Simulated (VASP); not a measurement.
# BaZrO3 in VASP: how settings move the PBE single point

The PBE single point of BaZrO3 built on the cubic perovskite prototype, under +3.0 % strain along z alone is repeated with altered inputs. Which of them can be trusted?

The runs shown are made with VASP 6.6.1. PAW datasets, plane waves. (Simulation; spin polarisation is off.)

## 1. The structure to begin with

The cell comes from an earlier relaxation with r2SCAN in another program, then strained, with the atoms relaxed again.

It is tetragonal, P4/mmm (No. 123); conventional cell a = 4.205 Å, c = 4.332 Å, 15.32 Å³ an atom. Ba has 12 O at 2.97–3.02 Å; Zr has 6 O at 2.10–2.17 Å; O has 2 Zr at 2.17 Å and 4 Ba at 2.97 Å; O has 2 Zr at 2.10 Å and 4 Ba at 3.02 Å.

The structure in full:

```xyz
5
Lattice="4.2054 0.0000 0.0000 0.0000 4.2054 0.0000 0.0000 0.0000 4.3315" Properties=species:S:1:pos:R:3 pbc="T T T"
Ba    0.0000    0.0000    0.0000
Zr    2.1027    2.1027    2.1658
O     2.1027    2.1027    0.0000
O     2.1027    0.0000    2.1658
O     0.0000    2.1027    2.1658
```

## 2. Baseline

Contents of INCAR:

```
ENCUT = 520.000000
SIGMA = 0.020000
EDIFF = 1.00e-07
GGA = PE
PREC = Accurate
IBRION = -1
ISIF = 2
ISMEAR = -1
NBANDS = 28
NELM = 120
NSW = 0
LASPH = .TRUE.
LCHARG = .FALSE.
LWAVE = .FALSE.
LREAL = .FALSE.
```

Contents of KPOINTS:

```
KPOINTS created by Atomic Simulation Environment
0
Gamma
6 6 6
0 0 0
```

Contents of POSCAR:

```
Ba Zr O
 1.0000000000000000
     4.2053549142000000    0.0000000000000000    0.0000000000000000
     0.0000000000000000    4.2053549142000000    0.0000000000000000
     0.0000000000000000    0.0000000000000000    4.3315155615999998
 Ba  Zr  O
   1   1   3
Cartesian
  0.0000000000000000  0.0000000000000000  0.0000000000000000
  2.1026774571000000  2.1026774571000000  2.1657577807999999
  2.1026774571000000  2.1026774571000000  0.0000000000000000
  2.1026774571000000  0.0000000000000000  2.1657577807999999
  0.0000000000000000  2.1026774571000000  2.1657577807999999
```

A file KPOINTS_OPT adds named points for the levels; it doesn't enter the self-consistent loop.

Potentials: the recommended PBE PAW datasets, 40 valence electrons.

On the command line:

```
$ mpirun -np 1 vasp_std
```

## 3. Altered input 1

Contents of INCAR:

```
ENCUT = 520.000000
EDIFF = 1.00e-07
IBRION = -1
ISIF = 2
NBANDS = 28
NSW = 0
LASPH = .TRUE.
LCHARG = .FALSE.
LWAVE = .FALSE.
LREAL = .FALSE.
METAGGA = SCAN
ISMEAR = -1
SIGMA = 0.2
PREC = Low
NELM = 66
```

KPOINTS is that of step 2.

POSCAR is that of step 2.

## 4. Altered input 2

Changes to INCAR since step 2:

```diff
@@ -15 +15,2 @@
 LREAL = .FALSE.
+BMIX = 2.0
```

KPOINTS is that of step 2.

POSCAR is that of step 2.

## 5. Altered input 3

Contents of INCAR:

```
ENCUT = 520.000000
EDIFF = 1.00e-07
GGA = PE
PREC = Accurate
IBRION = -1
ISIF = 2
NBANDS = 28
NSW = 0
LASPH = .TRUE.
LCHARG = .FALSE.
LWAVE = .FALSE.
LREAL = Auto
ISMEAR = 0
SIGMA = 0.005
NELM = 68
```

KPOINTS is that of step 2.

POSCAR is that of step 2.

What does the calculation give? Wanted: for each run, changed; ending; energy change; pressure; electronic steps; usable.

**Answer**, as computed:

| run | changed | ending | energy change (meV/atom) | pressure (GPa) | gap on the mesh (eV; negative: overlap) | electronic steps | time | usable |
| --- | --- | --- | --- | --- | --- | --- | --- | --- |
| ref. | – | converged | 0 | -0.9 | 3.03 | 16 | 76 s | yes |
| 1 | METAGGA = SCAN, ISMEAR = -1, SIGMA = 0.2, PREC = Low, NELM = 66 | converged | – | -4.3 | 3.57 | 20 | 1.8 min | no |
| 2 | BMIX = 2 | converged | 0.0 | -0.9 | 3.03 | 18 | 73 s | yes |
| 3 | LREAL = Auto, ISMEAR = 0, SIGMA = 0.005, NELM = 68 | converged | -0.2 | -0.9 | 3.03 | 16 | 1.7 min | yes |

**Reading.** Of 3 altered inputs, 1 ended normally on a faulty or unsound input, 2 gave usable results. Among the usable ones with comparable energies, «LREAL = Auto, ISMEAR = 0, SIGMA = 0.005, NELM = 68» moves the energy most, by -0.2 meV/atom.
